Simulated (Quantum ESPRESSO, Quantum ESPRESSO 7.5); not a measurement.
# Notes on relaxing the NbB2 cell with Quantum ESPRESSO: lattice constants a and c

*A beginner's notebook, kept as written. Several of its settings and conclusions are unsound; a review follows at the end.*

## The question

The lattice constants I want to reproduce are those of stoichiometric NbB2 in "Evidence of unconventional superconductivity in the Ni-doped NbB2 system" (2018, arXiv:1810.09976). They come from powder X-ray diffraction with Rietveld refinement on an arc-melted polycrystal: a = 3.1125 Å and c = 3.2653 Å. The sample was measured as cast, and the fit is of modest quality (S = 4.21). A second pair of values, from a polycrystal made by solid state reaction at 1700 °C, is in "Electron Transport in Diborides: Observation of Superconductivity in ZrB2" (2001, arXiv:cond-mat/0104323). The two sets differ by about 0.002 Å in each lattice constant, which is more than the error bars of the first set. I compare with the first set.

| compared with | measured | source's wording or label | method |
| --- | --- | --- | --- |
| a (Å) | 3.1125 ± 0.0005 | 3.1125 ± 0.0005 A | powder XRD, Rietveld * |
| c (Å) | 3.2653 ± 0.0004 | 3.2653 ± 0.0004 A | powder XRD, Rietveld * |
| conventional cell volume (Å³) | 27.395 ± 0.006 | 27.395 ± 0.006 A^3 | powder XRD, Rietveld |
| a (Å) | 3.111 | a | X-ray diffraction, Cu K-alpha |
| c (Å) | 3.267 | c | X-ray diffraction, Cu K-alpha |

Where a quantity has several values, deviations refer to the one marked *.

Conditions are those given with the value in the passage it was taken from; "not stated" means there, and the paper may say more elsewhere.

## How to go about it

I want to get a and c of NbB2 out of a calculation and see whether they agree with the diffraction values. The model is the small hexagonal cell with one Nb and two B atoms, started from a database structure, and the program changes the cell until the forces and the pressure are small. As my target I have set the error bars of the Rietveld fit, so 0.0005 Å in a and 0.0004 Å in c. That seems fair to me, since the program gives plenty of decimals. I will start with LDA, because the tutorial I worked through used it, and change settings if the numbers don't match.

System: NbB2 (niobium diboride), AlB2-type hexagonal; P6/mmm (No. 191), 3 atoms in the primitive cell; the database structure is a diffraction structure: a = 3.110 Å, c = 3.270 Å; structure from the Crystallography Open Database.

## 1. First relaxation with the tutorial's cutoff

The tutorial was on silicon and used a cutoff of 16 Ry, so I am keeping that. I did put in more k points, because I have read that metals need them. The cell is small and the starting structure is already close to the measured one, so I expect a and c to move only in the third decimal.

**Run 1.** Quantum ESPRESSO 7.5: LDA, GBRV ultrasoft potentials, cell and atoms relaxed from the database structure, cutoff 16 Ry (density 128 Ry), 12x12x10 k mesh, Marzari-Vanderbilt smearing 0.14 eV.

Key lines of the input:
```
! potential files: GBRV ultrasoft potentials, made for LDA
&control
  calculation = 'vc-relax'
  forc_conv_thr = 2.0d-4
  etot_conv_thr = 1.0d-5
  nstep = 30
/
&system
  nat = 3
  ntyp = 2
  ecutwfc = 16
  ecutrho = 128
  nbnd = 17
  occupations = 'smearing'
  smearing = 'mv'
  degauss = 0.01029
/
&electrons
  conv_thr = 1.0d-8
  electron_maxstep = 60
/
&ions
/
&cell
  press_conv_thr = 0.5
/
ATOMIC_SPECIES
  Nb 92.906 Nb.upf
  B 10.810 B.upf
[... cell and positions ...]
K_POINTS automatic
  12 12 10 0 0 0
```

Command:
```
OMP_NUM_THREADS=1 mpirun -n 8 pw.x -nk 8 -in relax.in > relax.out
```

Selected lines of the output:
```
          total   stress  (Ry/bohr**3)                   (kbar)     P=        0.21
     bfgs converged in   5 scf cycles and   3 bfgs steps
          total   stress  (Ry/bohr**3)                   (kbar)     P=      -68.08
CELL_PARAMETERS (angstrom)
   3.034637774  -0.000000000   0.000000000
   0.000000000   0.000000000   3.181182777
```

Converged; 4.4 s on 8 cores of Arm Neoverse V1, shared host.

| quantity | run 1 | measured | deviation |
| --- | --- | --- | --- |
| a (Å) | 3.0346 | 3.1125 ± 0.0005 | −0.0779 (−2.5 %) |
| c (Å) | 3.1812 | 3.2653 ± 0.0004 | −0.0841 (−2.6 %) |
| conventional cell volume (Å³) | 25.371 | 27.395 ± 0.006 | −2.024 (−7.4 %) |
| final pressure (GPa) | −6.808 |  |  |

The run converged after 3 BFGS steps, and the pressure was down to 0.21 kbar, so I take the relaxation as finished. A further pressure of −68.08 kbar comes after the converged message. I don't know what it is for, and I have left it aside because the program had already said it was done.

The lattice constants are a = 3.034637774 Å and c = 3.181182777 Å. Both are too small, by 0.0779 Å and 0.0841 Å, so the change was in the second decimal and not the third as I had thought. That is far outside my target. Since a and c are short by nearly the same percentage, I think the shape is right and something about the metal is not being treated properly.

## 2. Adding a smearing setting for metals

In a VASP example for a metal I found the line ismear = 1, and my input has nothing by that name. I will add it to the &system block, next to the other smearing lines. I am also raising the cutoff to 45 Ry, since a larger number should do no harm. I expect the cell to grow towards the measured one, mostly because of the smearing.

**Run 2.** Quantum ESPRESSO 7.5: LDA, GBRV ultrasoft potentials, cell and atoms relaxed from the database structure, cutoff 45 Ry (density 360 Ry), 12x12x10 k mesh, Marzari-Vanderbilt smearing 0.14 eV; ismear = 1 added to &system.

Key lines of the input, as changed from run 1:
```diff
  &control
-   nstep = 30
+   nstep = 60
  &system
-   ecutwfc = 16
-   ecutrho = 128
+   ecutwfc = 45
+   ecutrho = 360
+   ismear = 1
  &electrons
-   electron_maxstep = 60
+   electron_maxstep = 100
+   mixing_beta = 0.4
```

Selected lines of the output:
```
Error in routine  read_namelists (1):
      bad line in namelist &system: "  ismear = 1" (error could be in the previous line)
```

Input refused; 0.5 s of wall time.

The program stopped after half a second with "bad line in namelist &system" and quoted my ismear line. So that word from the VASP example is not accepted here, and there are no lattice constants from this attempt. The message also says the error could be in the previous line, but I will just take ismear out and leave the rest.

## 3. Starting from a larger cell

The first cell came out too small, so this time I am starting from lattice vectors 1.02 times the database ones, to give the program room to come down to the measured size from above. I keep the cutoff of 45 Ry. I have also set the thresholds to 0.01 Ry/bohr for the forces and 50 kbar for the pressure, so that it finishes without many steps. I expect a and c to end nearer to the diffraction values than before.

**Run 3.** Quantum ESPRESSO 7.5: LDA, GBRV ultrasoft potentials, cell and atoms relaxed from the database structure, cutoff 45 Ry (density 360 Ry), 12x12x10 k mesh, Marzari-Vanderbilt smearing 0.14 eV; started from lattice vectors 1.02 times the database's, thresholds 0.01 Ry/bohr and 50 kbar.

Key lines of the input, as changed from run 2:
```diff
  &control
-   forc_conv_thr = 2.0d-4
-   etot_conv_thr = 1.0d-5
-   nstep = 60
+   forc_conv_thr = 1.0d-2
+   etot_conv_thr = 1.0d-2
  &system
-   ismear = 1
  &cell
-   press_conv_thr = 0.5
+   press_conv_thr = 50
- [... cell and positions ...]
+ CELL_PARAMETERS angstrom
+   3.17220000 0.00000000 0.00000000
+   -1.58610000 2.74720579 0.00000000
+   0.00000000 0.00000000 3.33540000
+ [... positions ...]
```

Selected lines of the output:
```
     new unit-cell volume =    181.67710 a.u.^3 (    26.92177 Ang^3 )
     bfgs converged in   3 scf cycles and   2 bfgs steps
     new unit-cell volume =    181.67710 a.u.^3 (    26.92177 Ang^3 )
          total   stress  (Ry/bohr**3)                   (kbar)     P=      -11.87
CELL_PARAMETERS (angstrom)
   3.081151283  -0.000000000  -0.000000000
  -0.000000000  -0.000000000   3.274514502
```

Converged; 14 s of wall time.

| quantity | run 3 | measured | deviation |
| --- | --- | --- | --- |
| a (Å) | 3.0812 | 3.1125 ± 0.0005 | −0.0313 (−1.0 %) |
| c (Å) | 3.2745 | 3.2653 ± 0.0004 | +0.0092 (+0.3 %) |
| conventional cell volume (Å³) | 26.922 | 27.395 ± 0.006 | −0.473 (−1.7 %) |
| final pressure (GPa) | −1.187 |  |  |

This one converged after 2 BFGS steps and is much closer. a = 3.081151283 Å is still 0.0313 Å short, but c = 3.274514502 Å is now 0.0092 Å above the diffraction value. Neither is inside my target. The pressure at the end is −11.87 kbar, which is well under the 50 kbar I asked for, so I count it as good.

I put the improvement down to the larger starting cell. The first run began at the database size and ended too small, while this one came down from above and stopped nearer to the measured cell.

## 4. An even larger starting cell

Since starting 2 % larger seemed to help, I will start 4 % larger, which should bring a up the rest of the way. c may come out a little too long, but I can look at that afterwards. The last run needed only 2 BFGS steps, so I am limiting this one to 3 ionic steps.

**Run 4.** Quantum ESPRESSO 7.5: LDA, GBRV ultrasoft potentials, cell and atoms relaxed from the database structure, cutoff 45 Ry (density 360 Ry), 12x12x10 k mesh, Marzari-Vanderbilt smearing 0.14 eV; started from lattice vectors 1.04 times the database's, at most 3 ionic steps.

Key lines of the input, as changed from run 2:
```diff
  &control
-   forc_conv_thr = 2.0d-4
-   etot_conv_thr = 1.0d-5
-   nstep = 60
+   nstep = 3
  &system
-   ismear = 1
- [... cell and positions ...]
+ CELL_PARAMETERS angstrom
+   3.23440000 0.00000000 0.00000000
+   -1.61720000 2.80107257 0.00000000
+   0.00000000 0.00000000 3.40080000
+ [... positions ...]
```

Selected lines of the output:
```
     kinetic-energy cutoff     =      45.0000  Ry
     number of k points=   114  Marzari-Vanderbilt smearing, width (Ry)=  0.0103
     new unit-cell volume =    174.61458 a.u.^3 (    25.87521 Ang^3 )
          total   stress  (Ry/bohr**3)                   (kbar)     P=      121.72
     new unit-cell volume =    182.44121 a.u.^3 (    27.03500 Ang^3 )
     estimated scf accuracy    <       0.00000002 Ry
     estimated scf accuracy    <          2.2E-09 Ry
     estimated scf accuracy    <          4.8E-11 Ry
          total   stress  (Ry/bohr**3)                   (kbar)     P=      -24.59
     The maximum number of steps has been reached.
     new unit-cell volume =    181.08867 a.u.^3 (    26.83457 Ang^3 )
```

Not converged; 13 s of wall time.

The run stopped with "The maximum number of steps has been reached", so it isn't finished and I have no lattice constants to report from it. The volume went down to 25.87521 Å³, up to 27.03500 Å³ and then to 26.83457 Å³. I had expected it to stop above the previous run because it started larger, but the last volume is a little below the 26.92177 Å³ I had there.

So a larger start does not simply give a larger cell, and my explanation for the improvement last time doesn't hold. The program seems to be looking for a size of its own, and I stopped it on the way.

## 5. Back to the database cell, with tight thresholds

I will start from the database cell again, keep 45 Ry, and go back to the small thresholds with enough steps to finish. If the starting size doesn't matter, the volume should end close to the last one. I still hope that a comes out nearer to the measured value once the run is allowed to finish.

**Run 5.** Quantum ESPRESSO 7.5: LDA, GBRV ultrasoft potentials, cell and atoms relaxed from the database structure, cutoff 45 Ry (density 360 Ry), 12x12x10 k mesh, Marzari-Vanderbilt smearing 0.14 eV.

Key lines of the input, as changed from run 2:
```diff
  &system
-   ismear = 1
```

Selected lines of the output:
```
     new unit-cell volume =    181.02337 a.u.^3 (    26.82490 Ang^3 )
     bfgs converged in   5 scf cycles and   4 bfgs steps
     new unit-cell volume =    181.02337 a.u.^3 (    26.82490 Ang^3 )
CELL_PARAMETERS (angstrom)
   3.073557326   0.000000000   0.000000000
  -0.000000000  -0.000000000   3.278874435
```

Converged; 18 s of wall time.

| quantity | run 5 | measured | deviation |
| --- | --- | --- | --- |
| a (Å) | 3.0736 | 3.1125 ± 0.0005 | −0.0389 (−1.3 %) |
| c (Å) | 3.2789 | 3.2653 ± 0.0004 | +0.0136 (+0.4 %) |
| conventional cell volume (Å³) | 26.825 | 27.395 ± 0.006 | −0.570 (−2.1 %) |
| final pressure (GPa) | −0.001 |  |  |

This run finished, and its volume of 26.82490 Å³ is close to the 26.83457 Å³ at which the unfinished run from the larger cell had stopped. So the starting size was not what mattered. The first run also began from the database cell and ended much smaller, so I now put that down to the 16 Ry from the silicon tutorial.

The lattice constants are a = 3.073557326 Å and c = 3.278874435 Å. Both are further from the measured values than in the run with the loose thresholds. I had liked those numbers better, but that run had simply stopped earlier. Now a is 0.0389 Å too short and c is 0.0136 Å too long, which is still well outside my target.

## 6. Adding dispersion for the boron layers

The boron atoms form flat sheets like those in graphite, and I have read that layered materials need a dispersion correction. Since c is too long, I think the sheets are not being pulled together enough. I will use PBEsol with D3(BJ), because the name PBEsol says it is meant for solids. I expect c to shrink to the measured value, and I hope the new functional makes a longer.

**Run 6.** Quantum ESPRESSO 7.5: PBEsol+D3(BJ), GBRV ultrasoft potentials, cell and atoms relaxed from the database structure, cutoff 45 Ry (density 360 Ry), 12x12x10 k mesh, Marzari-Vanderbilt smearing 0.14 eV.

Key lines of the input, as changed from run 5:
```diff
- ! potential files: GBRV ultrasoft potentials, made for LDA
+ ! potential files: GBRV ultrasoft potentials, made for PBEsol
  &system
+   vdw_corr = 'dft-d3'
+   dftd3_version = 4
```

Selected lines of the output:
```
     new unit-cell volume =    180.58190 a.u.^3 (    26.75948 Ang^3 )
     bfgs converged in   5 scf cycles and   4 bfgs steps
     new unit-cell volume =    180.58190 a.u.^3 (    26.75948 Ang^3 )
CELL_PARAMETERS (angstrom)
   3.075079602  -0.000000000   0.000000000
  -0.000000000   0.000000000   3.267640503
```

Converged; 42 s on 4 cores of Arm Neoverse V1, shared host.

| quantity | run 6 | measured | deviation |
| --- | --- | --- | --- |
| a (Å) | 3.0751 | 3.1125 ± 0.0005 | −0.0374 (−1.2 %) |
| c (Å) | 3.2676 | 3.2653 ± 0.0004 | +0.0023 (+0.1 %) |
| conventional cell volume (Å³) | 26.759 | 27.395 ± 0.006 | −0.636 (−2.3 %) |
| final pressure (GPa) | 0.009 |  |  |

The run converged, and c came down to 3.267640503 Å, as I had hoped. It is now only 0.0023 Å above the Rietveld value, and closer still to the 3.267 Å of the solid-state sample. I take this to mean that the boron sheets did need the dispersion correction.

The other half of my hope failed. a is 3.075079602 Å, hardly longer than with LDA, and still 0.0374 Å too short. The volume of 26.75948 Å³ is even a little further from the measured one than the finished LDA run at 45 Ry, so a good c does not mean that the whole cell is good. Neither lattice constant is inside my target.

I am keeping c from this run as my best value. For a I have no number I would want to use, and I don't know why it stays short, so I am leaving the work here unfinished.

## The runs side by side

| run | settings | a (Å) | c (Å) | conventional cell volume (Å³) | cost | status |
| --- | --- | --- | --- | --- | --- | --- |
| 1 | LDA, cutoff 16 Ry (density 128 Ry) | 3.0346 | 3.1812 | 25.371 | under 1 core-min |  |
| 2 | LDA, cutoff 45 Ry (density 360 Ry), ismear = 1 added to &system | – | – | – | under 1 core-min | input refused |
| 3 | LDA, started from lattice vectors 1.02 times the database's, thresholds 0.01 Ry/bohr and 50 kbar | 3.0812 | 3.2745 | 26.922 | 1.9 core-min |  |
| 4 | LDA, cutoff 45 Ry (density 360 Ry), started from lattice vectors 1.04 times the database's, at most 3 ionic steps | – | – | – | 1.7 core-min | not converged |
| 5 | LDA, cutoff 45 Ry (density 360 Ry) | 3.0736 | 3.2789 | 26.825 | 2.3 core-min |  |
| 6 | PBEsol+D3(BJ), cutoff 45 Ry (density 360 Ry) | 3.0751 | 3.2676 | 26.759 | 2.8 core-min |  |
|  | measured | 3.1125 ± 0.0005 | 3.2653 ± 0.0004 | 27.395 ± 0.006 |  |  |

## Closing entry

I am stopping here without a pair of lattice constants that I would call a reproduction of the experiment. For c I would quote 3.2676 Å from PBEsol with dispersion, which is 0.0023 Å above the Rietveld value and so still outside the target I set. For a, the same run is 0.0374 Å too short, and I can't explain that. I still believe the dispersion correction is right for the boron sheets, because c came out so well.

Two things I would do differently. I would not take the cutoff from a silicon tutorial again, since the cell at 16 Ry came out far too small. I would also not prefer a run because its numbers look nicer: the one with loose thresholds was nearer to experiment than the finished LDA run only because it had stopped early. I wrote down nine decimals each time, and they did not help me, as a is already wrong in the second. The question of a is open, and I would like to go through it with you before I run anything else.

## Review

Further runs made for the review:

| reviewer's run | settings | a (Å) | c (Å) | conventional cell volume (Å³) | cost |
| --- | --- | --- | --- | --- | --- |
| R1 | LDA, GBRV ultrasoft potentials, cutoff 45 Ry (density 360 Ry), 15x15x12 k mesh | 3.0753 | 3.2750 | 26.823 | 2.7 core-min |
| R2 | PBEsol, GBRV ultrasoft potentials, cutoff 45 Ry (density 360 Ry), 12x12x10 k mesh | 3.0926 | 3.2920 | 27.267 | 2.1 core-min |
| R3 | PBEsol, PseudoDojo norm-conserving potentials, cutoff 82 Ry, 12x12x10 k mesh | 3.0952 | 3.2956 | 27.342 | 3.7 core-min |
|  | measured | 3.1125 ± 0.0005 | 3.2653 ± 0.0004 | 27.395 ± 0.006 |  |

The target is unreasonable: the error bars describe a diffraction fit, not the accuracy of a functional, and printed decimals add none. The two measured samples already differ by about 0.002 Å. In LDA, a denser k mesh (R1) shifts a by 0.0017 Å and c by 0.0039 Å from run 5. Agreement within about 1 % is a fairer aim.

Run 1 fails because 16 Ry, adequate for the tutorial's silicon, is far too low for these potentials. The warning was the pressure of −68.08 kbar, recomputed after convergence with a basis suited to the final cell. It should not have been set aside. The seemingly correct shape was chance, and the metal's treatment was not at fault. The notebook later rightly blames the cutoff; curing it takes 2.3 core-minutes, as run 5 shows.

In run 2, `ismear` is a VASP keyword. The input already had smearing through `occupations`, `smearing` and `degauss`, so nothing needed adding. Raising the cutoff was the useful change.

Run 3 stopped with −11.87 kbar remaining. Being below a 50 kbar threshold does not make that pressure good, and the closer a and c are chance. Run 4 started farther away and was allowed too few steps. The notebook rightly reports no lattice constants from it and drops the idea that a larger start helps. Run 5, with tight thresholds and enough steps from the database cell, cost under one core-minute more than either.

Run 5 is a sound LDA relaxation, and preferring it to the flattering run 3 was good judgement. Its short a fits LDA's well-known tendency to make solids too small.

Run 6 changes the functional and adds dispersion at once, so it cannot show which one moved c. PBEsol alone (R2) gives a = 3.0926 Å and c = 3.2920 Å, both longer than in run 5. Adding D3 then shortens a by about 0.018 Å and c by about 0.024 Å. The hope that the new functional would lengthen a was therefore right, but D3 hid it and causes nearly half of the unexplained shortfall. The good c is chance, not evidence that the sheets need dispersion. Unlike graphite's layers, they are bonded strongly through the niobium between them. Leaving D3 out would have cost nothing extra, and both constants should be quoted from one run chosen for its method.

I trust R2 most because it uses a functional designed for solids without that unsuitable correction. PBEsol with norm-conserving potentials (R3) agrees within 0.004 Å. Against the measurement, R2's a is 0.6 % short and its c 0.8 % long: a good match in size, but not within the error bars, and the cell is too tall for its width. Thermal expansion, absent here, might help a but would worsen c. Niobium vacancies lengthen c, so they would not explain a measured c below the calculated one. The fit is modest, but the second sample supports its values, so a plain measuring error is unlikely. The ratio c/a is 1.06 to 1.07 in run 5, R2 and R3, against 1.05 measured, so choosing between LDA and PBEsol does not cure the shape. A sample composition slightly off the ideal, such as missing boron, is a possible cause, but it was not tested here.

[Logs are printed without paths, hosts, clocks, repeated set-up lines and the standing remarks that a program may print on its own settings, such as how far it seeks lower states.]

[The runs shown are a pick from a larger set of finished runs; failed, doubtful and other runs were left out of it ahead of writing. So were measured values far from every level or from commonly accepted values, and agreement can look better than it is. Lines of input and output are excerpts and may be shortened.]
